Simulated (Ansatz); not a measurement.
## TiPt3 in Ansatz: the effect of functional

Crystal: TiPt3.

```xyz
4
Lattice="3.9228 0.0000 0.0000 0.0000 3.9228 0.0000 0.0000 0.0000 3.9228" Properties=species:S:1:pos:R:3 pbc="T T T"
Pt    1.9614    1.9614    0.0000
Pt    1.9614    0.0000    1.9614
Pt    0.0000    1.9614    1.9614
Ti    0.0000    0.0000    0.0000
```

The cell isn't the ideal one: volume scaled by 1.02.

Alike in all runs:

| Property | Result |
| --- | --- |
| Program | Ansatz 0.2.0 |
| Task | single point |
| Potentials or basis | Ansatz PAW |
| k mesh | 7 × 7 × 7 |
| Occupations | fermi-dirac, width 0.05 eV |
| Spin | no spin polarisation |

```tsv
functional	cutoff	pressure (GPa)
LDA	420 eV (not typed: the program's choice for these potentials)	-9.9
r2SCAN	500 eV (not typed: the program's choice for these potentials)	-0.4
PBE	420 eV (not typed: the program's choice for these potentials)	?
```

**Question.** What does the run with functional PBE give?

**Answer.** Pressure 4.7 GPa.

Caveats: the PAW data sets come from PBE, with cores solved anew for the run's functional, which leaves a small shift of forces and pressure (some runs).
